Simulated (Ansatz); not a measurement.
Crystal: Au.

```
Au
1.0
     2.90000    0.00000    0.00000
    -1.45000    2.51147    0.00000
     0.00000    0.00000    4.88000
Au
2
Direct
  0.66667 0.33333 0.25000
  0.33333 0.66667 0.75000
```

This isn't the form of Au at room conditions, which is fcc.

Base run:

```yaml
Program: Ansatz 0.2.0
Functional: PBE
Potentials_or_basis: all-electron LAPW, scalar-relativistic
Cutoff: 245 eV (chosen from the basis error)
Basis_error_allowed: 0.001 eV/atom
k_mesh: 11 × 11 × 6
Occupations: fermi-dirac, width 0.05 eV
Spin: no spin polarisation
```

Its results: pressure 1.9 GPa.

Question: The run is repeated on the same cell with these changes: functional from PBE to PBEsol. What comes out?

Answer: Pressure -6.5 GPa.

PBEsol binds more tightly than PBE, so the same cell stands under less pressure.
